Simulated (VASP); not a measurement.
Set up this calculation in VASP 6.6.1, as the native input.

```yaml
Task: single point
Functional: PBE
Potentials_or_basis: VASP PAW PBE potentials, release 64 (Se, Be)
Cutoff: 520 eV
k_mesh: 9 × 9 × 9
Occupations: fermi-dirac, width 0.05 eV
Spin: no spin polarisation
Further_INCAR_settings: ALGO = Normal; EDIFF = 1e-07; NBANDS = 11
```

The structure of BeSe lies in POSCAR:

```
BeSe
1.0
    0.0000000000      2.5350000000      2.5350000000
    2.5350000000      0.0000000000      2.5350000000
    2.5350000000      2.5350000000      0.0000000000
Se Be
1 1
Direct
    0.7500000000      0.7500000000      0.7500000000
    0.0000000000      0.0000000000      0.0000000000
```

The input as run:

INCAR

```
SYSTEM = BeSe
ALGO     = Normal         ! electronic algorithm
EDIFF    = 1E-7           ! SCF threshold, eV
ENCUT    = 520            ! plane-wave cutoff, eV
GGA      = PE             ! functional
ISIF     = 2              ! what is computed and relaxed
ISMEAR   = -1             ! smearing method
LASPH    = .True.         ! aspherical terms in the spheres
LCHARG   = .True.         ! write CHGCAR
LELF     = .True.         ! ELF
LREAL    = .False.        ! projectors in reciprocal space
LVHAR    = .True.       
LWAVE    = .False.        ! write WAVECAR
NBANDS   = 11             ! bands
NELM     = 80             ! most SCF steps
PREC     = Accurate       ! precision mode
SIGMA    = 0.05           ! smearing width, eV
```

KPOINTS

```
k-points
0
Gamma
  9 9 9
  0 0 0
```

Potentials or basis: VASP PAW PBE potentials, release 64 (Se, Be).

The run is started by

```console
$ cat potpaw_PBE.64/Se/POTCAR potpaw_PBE.64/Be/POTCAR > POTCAR
$ mpirun -np 1 vasp_std > vasp.out
```

It gave:

* Pressure: 5.6 GPa
* Band gap on the k mesh: 2.61 eV, indirect (least direct gap 4.69 eV)

Caveat: an odd mesh through Γ misses points on the zone boundary, where band edges often lie.

Wall time 23 s on 1 thread of Intel(R) Xeon(R) Platinum 8375C CPU @ 2.90GHz (Ice Lake) (shared host), peak memory 0.15 GiB.
